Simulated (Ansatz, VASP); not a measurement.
**One calculation of Cu, two programs**

Contents of INCAR:

```
  PREC = Accurate
  ENCUT = 520
  EDIFF = 1E-6
  ISMEAR = 1
  SIGMA = 0.1
  LREAL = False
  LASPH = True
  NELM = 60
  ALGO = Normal
  ISIF = 2
  LWAVE = False
  LCHARG = False
  GGA = PE
  NBANDS = 12
```

KPOINTS

```
Automatic mesh
0
Gamma
  15 15 15
```

File POSCAR:

```
Cu
1.0
    0.0000000000      1.8145751207      1.8145751207
    1.8145751207      0.0000000000      1.8145751207
    1.8145751207      1.8145751207      0.0000000000
Cu
1
Direct
    0.0000000000      0.0000000000      0.0000000000
```

Input for Ansatz:

```yaml
crystal:
  lattice:
    - [0.0, 1.8145751207, 1.8145751207]
    - [1.8145751207, 0.0, 1.8145751207]
    - [1.8145751207, 1.8145751207, 0.0]
  atoms:
    - { symbol: Cu, position: [0.0, 0.0, 0.0] }
hamiltonian:
  xc: pbe
  pseudopotentials:
    kind: paw
    azcp:
      Cu: "pseudopotentials/Cu.paw.azcp"
basis:
  ecutwfc: 420
  fft_grid_basis: typed
kpoints:
  mp_grid: { grid: [15, 15, 15], shift: [0, 0, 0] }
magnetization:
  spin_polarized: false
scf:
  occupations: { method: methfessel_paxton, width: 0.1 }
  lower_state_search: "off"
output:
  stress: true
```

Alike in both runs: task single point; functional PBE; k mesh 15 × 15 × 15; occupations methfessel-paxton of order 1, width 0.1 eV; no spin polarisation.

|  | VASP | Ansatz |
| --- | --- | --- |
| version | VASP 6.6.1 | Ansatz 0.2.0 |
| potentials or method | VASP PAW PBE potentials, release 64 (Cu) | plane waves (420 eV) with PAW, scalar-relativistic |
| plane-wave cutoff (eV) | 520 | 420 |
| valence electrons in the cell | 11 | 19 |

|  | VASP | Ansatz | Ansatz less VASP |
| --- | --- | --- | --- |
| pressure (GPa) | 0.4 | -0.2 | -0.58 |

The two sets of potentials don't hold the same shells in valence.
